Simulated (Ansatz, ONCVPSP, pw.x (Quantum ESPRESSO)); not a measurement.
Equation-of-state test of one ONCV potential (Ba (Z = 56))

barium (Ba), optimised norm-conserving Vanderbilt (ONCV), made with ONCVPSP 4.0.1.1 (patched build) (PBE, scalar-relativistic). Core [Kr] 4d10, reference 5s2 5p6 6s2. Waves: 5s+6s: rc 2.15 bohr, ncon 4, nbas 8, qcut 4.7 1/bohr, 2 projectors; 5p: rc 3.15 bohr, ncon 3, nbas 7, qcut 4.3 1/bohr, 2 projectors, debl 3.6 Ha; d scattering state at 0.39 Ha: rc 3.35 bohr, ncon 4, nbas 7, qcut 2.9 1/bohr, 1 projector. Local part: polynomial inside 1.90 bohr (lpopt 5, dvloc0 0 Ha). Core correction: Teter function, fcfact 3.5, rcfact 1.1.

In the d channel the program set the typed energies aside and used -0.074 Ha.

Atomic tests: cutoffs needed: 9.1 Ha and 12 Ha (the cutoffs (Ha) at which the residual kinetic energy of the hardest occupied pseudo-wave falls to 1 and 0.1 mHa per electron); ghost test: no bound ghost flagged; GHOST(+) flagged for s at 95.4 eV; largest excitation error: -51 meV (all-electron minus pseudo) for 5s2 5p5 6s2, out of 4 test configurations.

Crystal test: fcc Ba in pw.x 7.5, no spin, 9³ k-points, Fermi–Dirac smearing 0.01 Ry, cutoffs 50/200 Ry. The reference is all-electron LAPW (Ansatz 0.2.0) with the same functional, mesh and smearing; V0 and B0 come from Birch–Murnaghan fits to the pressures at five volumes. Errors are pseudo minus all-electron; Δ is the rms difference of the E(V) curves that follow from these fits, minima aligned, over ±6 % about the mean V0. Mesh and smearing are coarse, so the numbers serve the comparison and aren't converged zero-temperature values; the lattice is a test structure that the element need not adopt.

```tsv
V (Å³/atom)	P all-electron (GPa)	P pseudo (GPa)
61.159	0.44	0.45
62.769	0.21	0.21
64.378	0.00	-0.00
65.987	-0.19	-0.20
67.597	-0.37	-0.37
```

All-electron: a0 = 6.363 Å (V0 = 64.40 Å³/atom), B0 = 8.0 GPa.

Pseudopotential: mean pressure error (GPa): -0.00; a0 (Å): 6.362; a0 error (%): -0.01; B0 error (%): +1.3; Δ (meV/atom): 0.0.

Q: At the middle volume, how do free energy and pressure move when the wave cutoff is lowered (ecutrho kept at four times it)?

A:

```
cutoff (Ry)  shift of F (meV/atom)  shift of P (GPa)
         22                   +7.0             -0.11
         30                   +2.1             -0.01
         40                   +1.0             +0.00
```

The run at the middle volume (35 k-points, 8 iterations) took about 29 s on one core of a shared host (Neoverse-N1, 64 threads, 124 GiB, load 54).
